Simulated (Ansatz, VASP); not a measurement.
AlCo in VASP and in Ansatz

```
Co Al
1.0
     0.00000    2.36641    2.36641
     2.36641    0.00000    2.36641
     2.36641    2.36641    0.00000
Co Al
1 1
Direct
  0.00000 0.00000 0.00000
  0.50000 0.50000 0.50000
```

The cell comes from a database or a generator and needn't be the stable form of this composition.

Alike in both runs: task single point; functional PBEsol; k mesh 15 × 15 × 15; occupations fermi-dirac, width 0.05 eV; no spin polarisation.

```csv
,VASP,Ansatz
version,VASP 6.6.1,Ansatz 0.2.0
potentials or method,"VASP PAW PBE potentials, release 64 (Co, Al), cutoff 520 eV","all-electron LAPW, scalar-relativistic"
```

|  | VASP | Ansatz | Ansatz less VASP |
| --- | --- | --- | --- |
| pressure (GPa) | 0.1 | -0.1 | -0.16 |

Ansatz ran all-electron here, so the differences hold the error of VASP's frozen core and of both bases.

Caveats: the PAW data sets were made with another functional, which shifts forces and pressure a little (VASP). Spin polarisation is off, so any magnetic state and its effect on volume and gap are missing.
